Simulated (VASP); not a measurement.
Runs of VASP 6.6.1 on SiC (Moissanite). Symmetry: P6_3mc, No. 186, hexagonal system. Conventional cell: a = 3.076 Å, b = 3.076 Å, c = 5.048 Å, α = 90.00°, β = 90.00°, γ = 120.00°. Si (site symmetry 3m) is surrounded by 4 C at 1.87 to 1.94 Å. C (site symmetry 3m) is surrounded by 4 Si at 1.87 to 1.94 Å. 

| task | level | potentials or basis | cell | k mesh | cutoff (eV) | smearing | grid for exact exchange (PRECFOCK) | screening parameter | exchange at q = 0 | mesh quality | gap on the mesh (eV) | pressure (GPa) | largest force (eV/Å) |
| --- | --- | --- | --- | --- | --- | --- | --- | --- | --- | --- | --- | --- | --- |
| single point | HSE06 | VASP PAW PBE potentials, release 54 (Si, C) | as given | 5 × 5 × 3 | 520 | gaussian 0.1 eV | Fast | 0.200000 1/A | - | coarse | 3.78 | -1.4 | 0.76 |
| single point | LDA | VASP PAW LDA potentials, release 64 (Si, C_s) | volume scaled by 1.04 | 10 × 10 × 5 | 400 | gaussian 0.05 eV | - | - | - | not flagged | (a) | -11.5 | (c) |
| single point | TPSSh | VASP PAW PBE potentials, release 64 (Si, C) | atoms moved at random, drawn with an rms of 0.02 Å | 5 × 5 × 3 | 520 | tetrahedron | Fast | - | truncated | coarse | 3.38 | 0.0 | 1.47 |
| band structure | RPBE+D3 | VASP PAW PBE potentials, release 64 (Si_GW, C_GW) | as given | 10 × 10 × 5 | 550 | gaussian 0.01 eV | - | - | - | not flagged | 2.52 | 2.8 | (b) |
| electron localisation function | PBEsol+D3(BJ) | VASP PAW PBE potentials, release 64 (Si, C) | atoms moved at random, drawn with an rms of 0.05 Å | 10 × 10 × 5 | 520 | fermi-dirac 0.02 eV | - | - | - | not flagged | 2.19 | -3.1 | 1.50 |

Alike in all rows: no spin polarisation.

**Question.** Estimate the missing entries.

**Answer.** (a) 2.42; (b) 0.78; (c) 0.68.

Caveats: some runs use coarse meshes; the PAW data sets were made with another functional, which shifts forces and pressure a little (some runs); an odd mesh through Γ misses points on the zone boundary, where band edges often lie (some runs); the mesh misses the band edges, which the band path finds closer together (some runs).

Runs at the PBE level aren't shown here.
